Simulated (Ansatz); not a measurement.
The system is Ge.

```xyz
4
Lattice="0.0000 2.8857 5.1157 2.6305 0.0000 5.1157 2.6305 2.8857 0.0000" Properties=species:S:1:pos:R:3 pbc="T T T"
Ge    2.6305    4.1929    5.1157
Ge    2.6305    1.5786    5.1157
Ge    2.6305    2.8857    2.2318
Ge    2.6305    2.8857    7.9995
```

This isn't the form of Ge at room conditions, which is diamond.

Program: Ansatz 0.2.0. Alike in all runs: task band structure; potentials or basis Ansatz PAW; no spin polarisation; cell as given; k mesh 5 × 5 × 5; smearing fermi-dirac 0.05 eV.

**Question.** Order these runs on this cell by their pressure, lowest first.
A. level r2SCAN; cutoff (eV) 500
B. level BLYP; cutoff (eV) 420
C. level LDA; cutoff (eV) 420
D. level revPBE; cutoff (eV) 420

**Answer.** C (-5.3 GPa), A (-2.6 GPa), D (1.0 GPa), B (6.0 GPa).

Caveats: the PAW data sets come from PBE, with cores solved anew for the run's functional, which leaves a small shift of forces and pressure.
